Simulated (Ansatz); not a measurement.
## BaS (CsCl type): G0W0 against its settings

BaS built on the CsCl prototype, relaxed with r2SCAN; one-shot G0W0 in Ansatz without spin-orbit coupling. Spin-unpolarised throughout. Whether this structure exists isn't addressed.

```cif
data_structure
_symmetry_space_group_name_H-M 'P 1'
_symmetry_Int_Tables_number 1
_cell_length_a 3.8338
_cell_length_b 3.8338
_cell_length_c 3.8338
_cell_angle_alpha 90.000
_cell_angle_beta 90.000
_cell_angle_gamma 90.000
_cell_volume 56.35
loop_
_atom_site_label
_atom_site_type_symbol
_atom_site_fract_x
_atom_site_fract_y
_atom_site_fract_z
_atom_site_occupancy
Ba1 Ba 0.00000 0.00000 0.00000 1
S1 S 0.50000 0.50000 0.50000 1
```

Gaps are read over the mesh points alone. G0W0 values are finite-basis, finite-mesh values.

| start | potentials | frequency model | mesh | empty bands | screening cutoff (eV) | Kohn-Sham gap (eV) | G0W0 gap (eV) |
| --- | --- | --- | --- | --- | --- | --- | --- |
| PBE | PAW | contour deformation | 4×4×4 | 127 | 100 | 1.55 | 2.52 |
| PBE | PAW | contour deformation | 4×4×4 | 308 | 180 | 1.55 | 2.64 |
| PBE | PAW | contour deformation | 4×4×4 | 599 | 260 | 1.55 | 2.68 |
| HSE06 | PAW | contour deformation | 4×4×4 | 308 | 180 | 2.45 | 3.08 |
| r2SCAN | PAW | contour deformation | 4×4×4 | 308 | 180 | 1.92 | 2.84 |
| PBE0 | PAW | contour deformation | 4×4×4 | 308 | 180 | 3.15 | 3.29 |
| PBE | PAW | Godby-Needs pole | 4×4×4 | 308 | 180 | 1.55 | 2.61 |
| PBE | PAW | contour deformation | 6×6×6 | 91 | 80 | 1.56 | 2.51 |
| PBE | norm-conserving | contour deformation | 4×4×4 | 308 | 180 | 1.56 | 2.64 |

The quasiparticle gap on this mesh is 2.68 eV (M to Γ), against 1.55 eV from PBE: +1.13 eV. Renormalisation factors Z lie between 0.74 and 0.79.

Raising bands and cutoff together moves the gap by +0.12 eV (100 to 180 eV), then +0.04 eV (180 to 260 eV); the last step is still large, so the basis limit isn't reached. Starting from HSE06 (2.45 eV against PBE's 1.55 eV) gives 3.08 eV, +0.45 eV from G0W0@PBE at the same screening cutoff. Starting from r2SCAN (1.92 eV against PBE's 1.55 eV) gives 2.84 eV, +0.20 eV from G0W0@PBE at the same screening cutoff. Starting from PBE0 (3.15 eV against PBE's 1.55 eV) gives 3.29 eV, +0.66 eV from G0W0@PBE at the same screening cutoff. The Godby-Needs plasmon pole differs from contour deformation by -0.03 eV. Norm-conserving potentials (wave cutoff 770 eV against 420 eV) shift the quasiparticle gap by 0.00 eV and the PBE gap by 0.00 eV. r2SCAN runs take a wave cutoff of 500 eV.

The program warns that the k mesh is coarse for exact exchange in some of these runs, so their gaps aren't converged.
